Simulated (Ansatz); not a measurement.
# 1T-MgI2 monolayer in a perpendicular field, part 2 of 2

What dipole does a perpendicular field induce in the 1T-MgI2 monolayer, and does the gap follow? A positive field points along +c.

Ansatz 0.2.0; plane-wave DFT, PBE-D3(BJ), Ansatz PAW (set soft_1); PAW set soft_1.

So far, gap on the k-mesh (eV): step 2 (relaxing the slab) 3.64.

### 3. Atoms held, field 0

A sawtooth potential applies the field, turning back in the middle of the vacuum. With the dipole correction the typed value is the field outside the slab. The induced dipole is small, so the SCF threshold is tight.

The cell differs from the one that the last finished run ended in (c 36.192 → 21.364 Å).

Contents of input.yaml:

```yaml
crystal:
  lattice:
    - [4.1317585261, 0.0, 0.0]
    - [-2.0658792631, 3.5782078459, 0.0]
    - [0.0, 0.0, 21.3637445817]
  atoms:
    - { symbol: I, position: [0.6666666667, 0.3333333333, 0.4212744618] }
    - { symbol: Mg, position: [0.0, 0.0, 0.5] }
    - { symbol: I, position: [0.3333333333, 0.6666666667, 0.5787255382] }
kpoints:
  mp_grid: { grid: [12, 12, 1] }
  band_path:
    path: [[0, 0, 0], [0.5, 0, 0], [0.33333333, 0.33333333, 0], [0, 0, 0]]
    npoints: 16
hamiltonian:
  xc: pbe
  dispersion: d3bj
  pseudopotentials: { kind: paw, azcp: { folder: soft_1 } }
scf:
  occupations: { method: fermi_dirac, width: 0.02585 }
  convergence: { dr2_threshold: 1.0e-10 }
efield:
  axis: 3
  dipole_correction: true
  ramp_position: 0.97
  ramp_width: 0.06
  amplitude: 0
output:
  dos: { projected: true, e_range: [-6, 5] }
  write_potential: true
  write_density: true
  volumetric_format: npy
  elf: true
```

Started as:

```
$ ansatz run input.yaml --threads 2 --pin off --max-ram 3072MiB --backend cpu --events-out ev --progress --plain --runs-dir out
```

Numbers of over 12 decimals in the logs are rounded to 6 here.

What it wrote:

```text
[...]
Crystal: 3 atoms, lattice volume = 315.848 Å³
Basis set: ecut = 420 eV, 6107 PW (Γ)
Bands: 27, of which v1, the nominal top of the filled ones, is band 22 counted from 1 (21 counted from 0)
Symmetry: 6 space group operations
k-points: 19 of 144 (time reversal used)
[...]
SCF iter   1: F=—  HF=-16953.846248 eV  |F-HF|=—  |Δ(HF+E_count)|=         —  Δρ=9.45e-3  dr2=5.45e-1  ethr=1.35e-3  p=-0.000 e·Å  D=-5.93e-15 V/Å  ΔV_dip=0.00 eV  dr2_dipole=2.37e-11  V_vac-E_F(+/−)=4.72/4.72 eV  ⟨swp⟩=1.1  Hψ=4088  notcnv=0
efield: sawtooth ramp at fractional position 0.9700 (set: `efield.ramp_position`, or a place that a band, a saddle search or an elastic batch's reference lends), width 0.0600; the density the first Hamiltonian is built on has a dipole p = -0.000 e·Å; the dipole correction subtracts the counter field D = -5.93e-15 V/Å, which shifts the + side's vacuum level by +0.00 eV against the − side's; the planar-averaged density in the ramp window peaks in size at 7.7e-6 e/Å³
[...]
SCF iter   2: F=—  HF=-16953.724612 eV  |F-HF|=—  |Δ(HF+E_count)|=   1.22e-1  Δρ=4.64e-3  dr2=8.72e-2  ethr=1.24e-3  p=-0.000 e·Å  D=-1.86e-6 V/Å  ΔV_dip=0.00 eV  dr2_dipole=1.07e-10  V_vac-E_F(+/−)=4.68/4.68 eV  ⟨swp⟩=3.2  Hψ=805  notcnv=0
[...]
SCF iter  10: F=-16953.718603 eV  HF=-16953.718603 eV  |F-HF|=1.46e-11  |Δ(HF+E_count)|=  1.46e-10  Δρ=7.78e-8  dr2=1.91e-11  ethr=1.00e-12  p=-0.000 e·Å  D=-9.58e-8 V/Å  ΔV_dip=0.00 eV  dr2_dipole=4.42e-14  V_vac-E_F(+/−)=4.52/4.52 eV  ⟨swp⟩=7.1  Hψ=2016  notcnv=0
SCF 1 converged in 10 iterations: F = -16953.718603 eV  dr2 = 1.91e-11
[...]
NSCF: frozen V_eff on 49 k-points
efield: sawtooth ramp at fractional position 0.9700 (kept from the solve that this one continues, or follows in the run), width 0.0600; the density the first Hamiltonian is built on has a dipole p = -0.000 e·Å; the dipole correction subtracts the counter field D = -9.58e-8 V/Å, which shifts the + side's vacuum level by +0.00 eV against the − side's; the planar-averaged density in the ramp window peaks in size at 7.5e-6 e/Å³
WARN: The output density's exchange-correlation potential varies sharply where the density is thin. Do not read a vacuum level from v_tot or v_xc, or from such a field of the output density. On a cell that repeats whose density bears no net charge and no dipole along the vacuum's axis use v_es (v_loc + v_h of the components); under efield.dipole_correction with no amplitude use v_es + v_field, which holds any externa [...]
SCF converged after 10 iterations
Free energy (F): -16953.718603 eV
[...]
Internal energy: -16953.718603 eV  (E = F + TS)
E sigma→0 (E₀):  -16953.718603 eV
Fermi energy:    -0.866814 eV
Dipole field:    D = 0.000000 V/Å  (p = 0.000000 e·Å, saw-weighted, corrected)
Work function:   Φ+ = 4.5159 eV   Φ− = 4.5159 eV
Levels:          The Fermi level and band energies are counted from a zero that moves with the ramp; work functions are not
[...]
--- Band table (eV; the first three rows and the last of 19) ---
  k-point 0: bands = [... 18 lower, -2.9651, -2.9651, -2.6935, -2.6935, 1.3930, 2.2538, 3.2820, 3.2992, ... 1 higher]
  k-point 1: bands = [... 18 lower, -3.1904, -3.0556, -2.9399, -2.7105, 1.6483, 2.5533, 3.2828, 3.3206, ... 1 higher]
  k-point 2: bands = [... 18 lower, -3.5022, -3.2905, -3.2602, -2.7863, 2.0459, 2.7890, 3.3858, 3.4865, ... 1 higher]
  k-point 18: bands = [... 18 lower, -5.1695, -4.6821, -3.5141, -3.5141, 1.7256, 3.7056, 3.7056, 5.3437, ... 1 higher]
```

Wall time 14 s (2 threads of Arm Neoverse V2, shared host); peak memory 0.57 GiB; 27 s of CPU time.

Numbers from this step:

```
dipole along the normal            : 2.26e-7 e·Å
gap along the path                 : 3.639 eV
smallest direct gap along the path : 4.086 eV
ionisation energy, upper face      : 6.343 eV
electron affinity, upper face      : 2.703 eV
gap, the smaller of path and mesh  : 3.639 eV
```

Running mean over a fixed 2.5 Å (it still follows the layers) of the planar mean; the ramp of the sawtooth is left out. The electron's electrostatic potential energy less the Fermi level by z:

| z (Å) | electron's electrostatic potential energy less the Fermi level (eV) |
| --- | --- |
| 2.97 | 4.52 |
| 3.41 | 4.52 |
| 3.86 | 4.52 |
| 4.15 | 4.52 |
| 4.60 | 4.52 |
| 5.04 | 4.51 |
| 5.49 | 4.51 |
| 5.93 | 4.48 |
| 6.23 | 4.43 |
| 6.68 | 4.21 |
| 7.12 | 3.33 |
| 7.57 | 1.66 |
| 8.01 | -0.167 |
| 8.46 | -1.96 |
| 8.75 | -2.82 |
| 9.20 | -4.15 |
| 9.64 | -5.35 |
| 10.09 | -5.23 |
| 10.53 | -4.88 |
| 10.83 | -4.88 |
| 11.28 | -5.23 |
| 11.72 | -5.35 |
| 12.17 | -4.15 |
| 12.61 | -2.82 |
| 12.91 | -1.96 |
| 13.35 | -0.167 |
| 13.80 | 1.66 |
| 14.24 | 3.33 |
| 14.69 | 4.21 |
| 15.13 | 4.43 |
| 15.43 | 4.48 |
| 15.87 | 4.51 |
| 16.32 | 4.51 |
| 16.76 | 4.52 |
| 17.21 | 4.52 |
| 17.51 | 4.52 |
| 17.95 | 4.52 |
| 18.40 | 4.52 |

The density of states has structure finer than the step of the table below, so its rows give means over 0.25 eV, whole bins alone (the curve runs from -6 to 3.81 eV). Peaks (eV: height): -5.060: 6.13, -4.760: 9.04, -4.430: 4.97, -3.300: 6.25, -2.750: 6.92, -2.440: 13.2, -1.840: 3.28.

Table of density of states by energy, zero at the Fermi level of the run, which the smearing sets inside the gap; means over each step:

energy (eV), density of states (states/eV a cell) and a bar:
```
    -5.75        0.0 
    -5.50        0.0 
    -5.25        2.0 #######
    -5.00        3.1 ###########
    -4.75        3.8 #############
    -4.50        3.0 ##########
    -4.25        1.5 #####
    -4.00        1.4 #####
    -3.75        1.9 ######
    -3.50        3.7 #############
    -3.25        4.1 ##############
    -3.00        2.9 ##########
    -2.75        4.8 #################
    -2.50        8.7 ##############################
    -2.25        4.9 #################
    -2.00        1.9 ######
    -1.75        0.4 ##
    -1.50        0.0 
    -1.25        0.0 
    -1.00        0.0 
    -0.75        0.0 
    -0.50        0.0 
    -0.25        0.0 
     0.00        0.0 
     0.25        0.0 
     0.50        0.0 
     0.75        0.0 
     1.00        0.0 
     1.25        0.0 
     1.50        0.0 
     1.75        0.1 
     2.00        0.9 ###
     2.25        1.2 ####
     2.50        2.2 ########
     2.75        2.1 #######
     3.00        1.3 ####
     3.25        0.1 
     3.50        0.4 #
```

Projected DOS per atom over height of the atomic layer and energy from the Fermi level. Layers: I Mg I from below.

Ten even steps from '_' (0.00 states/eV) to '@' (3.13 states/eV), each cell a mean:
```
______
______
..--..
__::__
______
______
______
______
______
______
______
______
______
##__##
@@__@@
++__++
++__++
::__::
--__--
==::==
..__..
______
```
Columns: height of the atomic layer (Å) from 9 to 12.4; rows upwards: energy from the Fermi level (eV) from -5.96 to 3.76.

The electronic bands at the labelled points (eV, zero at the Fermi level of the run, which the smearing sets inside the gap):

| point | band 19 | band 20 | band 21 | band 22 | band 23 | band 24 | band 25 | band 26 |
| --- | --- | --- | --- | --- | --- | --- | --- | --- |
| Γ | -2.10 | -2.10 | -1.83 | -1.83 | 2.26 | 3.12 | 4.15 | 4.17 |
| halfway | -3.15 | -2.62 | -2.43 | -2.04 | 2.72 | 3.68 | 4.25 | 4.83 |
| M | -3.26 | -3.00 | -2.59 | -2.30 | 1.81 | 3.63 | 3.79 | 4.70 |
| halfway | -3.68 | -3.35 | -2.68 | -2.53 | 2.36 | 4.38 | 4.41 | 4.92 |
| K | -4.30 | -3.82 | -2.65 | -2.65 | 2.59 | 4.57 | 4.57 | 6.21 |
| halfway | -3.52 | -2.65 | -2.59 | -2.29 | 3.00 | 4.13 | 4.28 | 4.95 |
| Γ | -2.10 | -2.10 | -1.83 | -1.83 | 2.26 | 3.12 | 4.15 | 4.17 |

Valence density in the ca plane at fractional y = 0.000, with atoms of Mg within 0.2 Å of it. It is the smooth field of the valence electrons, not physical close to the nuclei.

Values in units of 1e0 e/Å³, 6 rows by 16 columns, each cell a mean:
```
0.0 0.0 0.0 0.0 0.0 0.0 0.0 0.1 3.2 3.2 0.1 0.0 0.0 0.0 0.0 0.0
0.0 0.0 0.0 0.0 0.0 0.0 0.1 0.2 0.1 0.1 0.2 0.1 0.0 0.0 0.0 0.0
0.0 0.0 0.0 0.0 0.0 0.0 0.2 0.3 0.1 0.1 0.3 0.2 0.0 0.0 0.0 0.0
0.0 0.0 0.0 0.0 0.0 0.0 0.1 0.3 0.1 0.1 0.3 0.1 0.0 0.0 0.0 0.0
0.0 0.0 0.0 0.0 0.0 0.0 0.1 0.1 0.2 0.2 0.1 0.1 0.0 0.0 0.0 0.0
0.0 0.0 0.0 0.0 0.0 0.0 0.0 0.1 6.0 6.0 0.1 0.0 0.0 0.0 0.0 0.0
```
Columns run along c (16.0 Å, from fractional 0.09 to 0.84 of the cell), rows up along a (4.1 Å). Atoms in or near the plane, at fractional coordinates: Mg at (0.50, 0.00).

ELF in the ca plane at fractional y = 0.000, with atoms of Mg within 0.2 Å of it. It is the smooth field of the valence electrons, not physical close to the nuclei.

Values, 6 rows by 16 columns, each cell a mean:
```
0.00 0.00 0.00 0.00 0.00 0.01 0.06 0.16 0.18 0.18 0.16 0.06 0.01 0.00 0.00 0.00
0.00 0.00 0.00 0.00 0.01 0.11 0.43 0.60 0.26 0.26 0.60 0.43 0.11 0.01 0.00 0.00
0.00 0.00 0.00 0.00 0.03 0.31 0.71 0.73 0.40 0.40 0.73 0.71 0.31 0.03 0.00 0.00
0.00 0.00 0.00 0.00 0.02 0.27 0.67 0.73 0.39 0.39 0.73 0.67 0.27 0.02 0.00 0.00
0.00 0.00 0.00 0.00 0.00 0.06 0.29 0.48 0.18 0.18 0.48 0.29 0.06 0.00 0.00 0.00
0.00 0.00 0.00 0.00 0.00 0.00 0.03 0.09 0.19 0.19 0.09 0.03 0.00 0.00 0.00 0.00
```
Columns run along c (16.0 Å, from fractional 0.09 to 0.84 of the cell), rows up along a (4.1 Å). Atoms in or near the plane, at fractional coordinates: Mg at (0.50, 0.00).

Electrostatic potential energy in the ca plane at fractional y = 0.000, with atoms of Mg within 0.2 Å of it. With pseudopotentials it is smooth inside the atoms' cores, unlike the true potential.

Values in eV, 6 rows by 16 columns, each cell a mean:
```
  4   4   4   4   4   4   3   0 -14 -14   0   3   4   4   4   4
  4   4   4   4   4   3   2   0  -4  -4   0   2   3   4   4   4
  4   4   4   4   4   3   0  -3   1   1  -3   0   3   4   4   4
  4   4   4   4   4   3   1  -2   0   0  -3   1   3   4   4   4
  4   4   4   4   4   3   2   0  -7  -7   0   2   3   4   4   4
  4   4   4   4   4   4   3   0 -15 -15   0   3   4   4   4   4
```
Columns run along c (16.0 Å, from fractional 0.09 to 0.84 of the cell; values clipped at the 3rd and 97th percentile), rows up along a (4.1 Å). Atoms in or near the plane, at fractional coordinates: Mg at (0.50, 0.00).

The gap is 3.64 eV, with the valence edge 6.34 eV and the conduction edge 2.70 eV under the upper vacuum level. Spin-orbit coupling, left out in this run, matters for the bands of elements this heavy.

### 4. Single point, field 0.1 V/Å

Edit input.yaml of step 3 so:

```diff
@@ -24,7 +24,6 @@
   dipole_correction: true
-  ramp_position: 0.97
-  ramp_width: 0.06
-  amplitude: 0
+  ramp_position: 0.9574
+  ramp_width: 0.0852
+  amplitude: 0.1
 output:
-  dos: { projected: true, e_range: [-6, 5] }
   write_potential: true
@@ -32,2 +31 @@
   volumetric_format: npy
-  elf: true
```

What it wrote:

```text
[...]
Crystal: 3 atoms, lattice volume = 315.848 Å³
Basis set: ecut = 420 eV, 6107 PW (Γ)
Bands: 27, of which v1, the nominal top of the filled ones, is band 22 counted from 1 (21 counted from 0)
Symmetry: 6 space group operations
k-points: 19 of 144 (time reversal used)
[...]
k-point 0: bands = [... 18 lower, -2.9682, -2.9682, -2.6913, -2.6913, 1.3888, 2.2539, 3.0207, 3.5229, ... 1 higher]
  k-point 1: bands = [... 18 lower, -3.1924, -3.0582, -2.9381, -2.7088, 1.6435, 2.5528, 3.0638, 3.4896, ... 1 higher]
  k-point 2: bands = [... 18 lower, -3.5011, -3.2907, -3.2622, -2.7852, 2.0421, 2.7698, 3.2807, 3.5575, ... 1 higher]
  k-point 18: bands = [... 18 lower, -5.1574, -4.6820, -3.5305, -3.4980, 1.7248, 3.6891, 3.7186, 5.3099, ... 1 higher]
[key lines of the parts left out:]
SCF converged after 10 iterations
Free energy (F): -16953.720741 eV
Fermi energy:    -0.866309 eV
Dipole field:    D = 0.024497 V/Å  (p = 0.042759 e·Å, saw-weighted, corrected)
```

Elapsed: 13 s, on 2 threads; peak memory 0.51 GiB; 26 s of CPU time.

The dipole is 0.0428 e·Å, and the gap 3.636 eV.

### 5. Atoms held, field -0.1 V/Å

Edit input.yaml of step 4 so:

```diff
@@ -26,3 +26,3 @@
   ramp_width: 0.0852
-  amplitude: 0.1
+  amplitude: -0.1
 output:
```

What it wrote:

```text
[...]
Crystal: 3 atoms, lattice volume = 315.848 Å³
Basis set: ecut = 420 eV, 6107 PW (Γ)
Bands: 27, of which v1, the nominal top of the filled ones, is band 22 counted from 1 (21 counted from 0)
Symmetry: 6 space group operations
k-points: 19 of 144 (time reversal used)
[...]
k-point 0: bands = [... 18 lower, -2.9682, -2.9682, -2.6913, -2.6913, 1.3888, 2.2539, 3.0207, 3.5229, ... 1 higher]
  k-point 1: bands = [... 18 lower, -3.1924, -3.0582, -2.9381, -2.7088, 1.6435, 2.5528, 3.0638, 3.4896, ... 1 higher]
  k-point 2: bands = [... 18 lower, -3.5011, -3.2907, -3.2622, -2.7852, 2.0421, 2.7698, 3.2807, 3.5575, ... 1 higher]
  k-point 18: bands = [... 18 lower, -5.1574, -4.6820, -3.5305, -3.4980, 1.7248, 3.6891, 3.7186, 5.3099, ... 1 higher]
[key lines of the parts left out:]
SCF converged after 10 iterations
Free energy (F): -16953.720741 eV
Fermi energy:    -0.866309 eV
Dipole field:    D = -0.024497 V/Å  (p = -0.042759 e·Å, saw-weighted, corrected)
```

It took 13 s on 2 threads; peak memory 0.52 GiB.

The dipole is -0.0428 e·Å, and the gap 3.636 eV.

### 6. Response, atoms held

This step: plane-wave DFT, PBE-D3(BJ), Ansatz PAW (set soft_1); response to a field along the normal, atoms held; PAW set soft_1 (Ansatz 0.2.0).

The dipoles give the slope, and the difference of two potentials shows where the field is screened.

Numbers from this step:

* equivalent conductor thickness p/(ε₀AE): 5.233 Å
* distance between the outer atoms: 3.364 Å

Dipole of the cell against applied field:

| applied field (V/Å) | dipole of the cell (e·Å) |
| --- | --- |
| -0.1000 | -0.0428 |
| 0.0000 | 2.3e-7 |
| 0.1000 | 0.0428 |

Local field over the applied field, running mean. From the potentials at -0.1 and 0.1 V/Å; running mean over 2.5 Å. The local field over applied field by z:

z (Å), local field over applied field and a bar from the least value:
```
      4.5      0.999 ##############################
      5.0      0.995 ##############################
      5.5      0.986 ##############################
      6.0      0.959 #############################
      6.5      0.895 ##########################
      7.0      0.775 ######################
      7.5      0.614 ################
      8.0      0.439 ##########
      8.5      0.278 ####
      9.0      0.177 #
      9.5      0.161 
     10.0      0.184 #
     10.5      0.196 #
     11.0      0.194 #
     11.5      0.178 #
     12.0      0.159 
     12.5      0.196 #
     13.0      0.318 ######
     13.5      0.487 ############
     14.0      0.660 ##################
     14.5      0.813 #######################
     15.0      0.918 ###########################
     15.5      0.969 #############################
     16.0      0.989 ##############################
     16.5      0.997 ##############################
     17.0      0.999 ##############################
```

Electrons, planar mean, per unit field. The induced electron density by z:

z (Å), induced electron density (e/Å³ per V/Å) and a bar from the least value:
```
      4.5    0.00001 ###############
      5.0    0.00002 ###############
      5.5    0.00006 ################
      6.0    0.00019 ################
      6.5    0.00054 ##################
      7.0    0.00137 #####################
      7.5    0.00280 ############################
      8.0    0.00335 ##############################
      8.5    0.00148 ######################
      9.0    0.00075 ###################
      9.5   -0.00041 ##############
     10.0   -0.00207 ######
     10.5   -0.00082 ############
     11.0    0.00149 ######################
     11.5    0.00171 #######################
     12.0    0.00014 ################
     12.5   -0.00103 ###########
     13.0   -0.00192 #######
     13.5   -0.00350 
     14.0   -0.00239 #####
     14.5   -0.00108 ###########
     15.0   -0.00041 ##############
     15.5   -0.00014 ###############
     16.0   -0.00005 ###############
     16.5   -0.00001 ###############
     17.0    0.00000 ###############
```

The smaller of the gaps on the path and on the k-mesh, counted as 0 under 0.03 eV; in a wide-gap layer a fall can come from a state in the tilted vacuum. The gap stays at 3.64 eV for applied field from -0.1 to 0.1 V/Å.

By hand: between -0.1 and 0.1 V/Å the dipole changes by 0.08552 e·Å, a slope of 0.4276 e·Å²/V. A perfect conductor of thickness t has p = ε₀AEt, so t = 180.95 × 0.4276 / 14.784 = 5.23 Å (e/ε₀ = 180.95 V·Å, A in Å²).

The induced dipole is that of a conductor 5.23 Å thick.

### 7. What came out

| Property | Result |
| --- | --- |
| gap without field | 3.64 eV |
| ionisation energy, upper face | 6.34 eV |
| electron affinity, upper face | 2.70 eV |
| equivalent conductor thickness, atoms held | 5.23 Å |

What this shows: The induced dipole equals that of a perfect conductor 5.23 Å thick, while the outer atoms lie 3.36 Å apart; an out-of-plane ε follows only once a thickness t is chosen, by 1 − 1/ε = 5.23 Å / t. The gap stays within 0.01 eV of 3.64 eV over the fields run, up to 0.1 V/Å in size. Semilocal functionals give gaps that are too small, and excitons are not included. Spin-orbit coupling is left out, which matters for the bands of elements this heavy.

[Logs are printed without paths, hosts, clocks, repeated set-up lines and the standing remarks that a program may print on its own settings, such as how far it seeks lower states.]

[Hosts, paths, dates, database ids (printed as entryN), source tags and the programs' standing remarks are cut or masked in the printed files.]

[Maps of the electrostatic potential energy from Ansatz leave out the sawtooth potential of an applied field or a dipole correction, so their vacuum need not be flat; planar profiles and work functions include it.]

[The density of states shown here was stored with 400 of the rows of the run's finer table, so its peaks can read low, often by over a quarter, or be missed, and its means over a window can be off by a tenth or more.]
